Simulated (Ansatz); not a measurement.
Relaxed bulk GaP:

```cif
data_structure
_symmetry_space_group_name_H-M 'P 1'
_symmetry_Int_Tables_number 1
_cell_length_a 3.8927
_cell_length_b 3.8927
_cell_length_c 3.8927
_cell_angle_alpha 60.000
_cell_angle_beta 60.000
_cell_angle_gamma 60.000
_cell_volume 41.71
loop_
_atom_site_label
_atom_site_type_symbol
_atom_site_fract_x
_atom_site_fract_y
_atom_site_fract_z
_atom_site_occupancy
Ga1 Ga 0.00000 0.00000 0.00000 1
P1 P 0.75000 0.75000 0.75000 1
```

Miller indices refer to the conventional cell of F-43m (No. 216), a = 5.505 Å, b = 5.505 Å, c = 5.505 Å, α = 90.00°, β = 90.00°, γ = 90.00°. The bulk's gap is 1.58 eV.

Theory: DFT PBE, scalar-relativistic, plane waves, PAW (Ansatz 0.2.0). Cutoff 420 eV, Gaussian smearing of 0.05 eV, no spin polarisation. A dipole correction acts along the normal.

A relaxed slab with low-index faces, about a nanometre thick, has these properties:

```json
{
  "Surface energy (mean of both faces)": "0.75 J/m²",
  "Gap of the slab on the mesh": "1.21 eV",
  "Bulk valence band top under the vacuum level": "5.20 eV",
  "Bulk conduction band bottom under the vacuum level": "3.62 eV"
}
```

Question: Which low-index plane was cut, and which atoms end it?

Answer: The (110) plane, with GaP in the top plane and GaP in the bottom one as cut, before relaxation. The planes from bottom to top: GaP, GaP, GaP, GaP, GaP, GaP.

An odd mesh misses points on the zone edge, so a gap read on it can be too wide. Gaps are read on the k points sampled, so a band crossing between them can be missed.